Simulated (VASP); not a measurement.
Write the native input for VASP 6.6.1 that does the following.

| Property | Result |
| --- | --- |
| Task | band structure |
| Functional | PBE |
| Potentials or basis | VASP PAW PBE potentials, release 64 (Pb_d, O) |
| Cutoff | 520 eV |
| k mesh | 8 × 8 × 6 |
| Occupations | gaussian, width 0.02 eV |
| Spin | no spin polarisation |
| Further INCAR settings | ALGO = Normal; EDIFF = 1e-07; NBANDS = 28 |

Crystal: PbO.

```
Pb O
1.0
     3.99000    0.00000    0.00000
     0.00000    3.99000    0.00000
     0.00000    0.00000    5.01000
Pb O
2 2
Cartesian
  0.0000 1.9950 1.2024
  1.9950 0.0000 3.8076
  0.0000 0.0000 0.0000
  1.9950 1.9950 0.0000
```

The input as run:

POSCAR

```
PbO
1.0
    3.9900000000      0.0000000000      0.0000000000
    0.0000000000      3.9900000000      0.0000000000
    0.0000000000      0.0000000000      5.0100000000
Pb O
2 2
Direct
    0.0000000000      0.5000000000      0.2400000000
    0.5000000000      0.0000000000      0.7600000000
    0.0000000000      0.0000000000      0.0000000000
    0.5000000000      0.5000000000      0.0000000000
```

INCAR.step1

```
SYSTEM = PbO
PREC = Accurate
ENCUT = 520
EDIFF = 1E-7
ISMEAR = 0
SIGMA = 0.02
LREAL = .False.
LASPH = .True.
NELM = 100
ALGO = Normal
ISIF = 2
LWAVE = .False.
LCHARG = .True.
GGA = PE
NBANDS = 28
```

KPOINTS.step1

```
Automatic mesh
0
Gamma
  8 8 6
  0 0 0
```

INCAR.step2

```
SYSTEM = PbO
PREC = Accurate
ENCUT = 520
EDIFF = 1E-7
ISMEAR = 0
SIGMA = 0.05
LREAL = .False.
LASPH = .True.
NELM = 100
ALGO = Normal
ISIF = 2
LWAVE = .False.
LCHARG = .False.
GGA = PE
NBANDS = 28
ICHARG = 11
```

KPOINTS.step2

```
path GXMGZRAZ,XR,MA
10
line-mode
reciprocal
 0.0000000000  0.0000000000  0.0000000000  G
 0.0000000000  0.5000000000  0.0000000000  X

 0.0000000000  0.5000000000  0.0000000000  X
 0.5000000000  0.5000000000  0.0000000000  M

 0.5000000000  0.5000000000  0.0000000000  M
 0.0000000000  0.0000000000  0.0000000000  G

 0.0000000000  0.0000000000  0.0000000000  G
 0.0000000000  0.0000000000  0.5000000000  Z

 0.0000000000  0.0000000000  0.5000000000  Z
 0.0000000000  0.5000000000  0.5000000000  R

 0.0000000000  0.5000000000  0.5000000000  R
 0.5000000000  0.5000000000  0.5000000000  A

 0.5000000000  0.5000000000  0.5000000000  A
 0.0000000000  0.0000000000  0.5000000000  Z

 0.0000000000  0.5000000000  0.0000000000  X
 0.0000000000  0.5000000000  0.5000000000  R

 0.5000000000  0.5000000000  0.0000000000  M
 0.5000000000  0.5000000000  0.5000000000  A
```

Potentials or basis: VASP PAW PBE potentials, release 64 (Pb_d, O).

The run is started by

```sh
$ cat potpaw_PBE.64/Pb_d/POTCAR potpaw_PBE.64/O/POTCAR > POTCAR
$ cp INCAR.step1 INCAR
$ cp KPOINTS.step1 KPOINTS
$ mpirun -np 1 vasp_std > vasp.out
$ cp INCAR.step2 INCAR
$ cp KPOINTS.step2 KPOINTS
$ mpirun -np 1 vasp_std > vasp.out
```

It gave:

```
Band gap on the k mesh  : 1.16 eV, indirect (least direct gap 2.11 eV)
Band gap along the path : 1.15 eV, indirect (least direct gap 2.11 eV)
```

Caveat: the log is that of the step along the path at fixed density, whose energy, stress, charges and moments have no meaning; spin-orbit coupling is left out, which as a rule narrows the gap of such compounds by several tenths of an eV.

Run time: 3 min on 1 thread of Intel(R) Xeon(R) Platinum 8375C CPU @ 2.90GHz (Ice Lake), with other jobs on the host, peak memory 0.29 GiB.
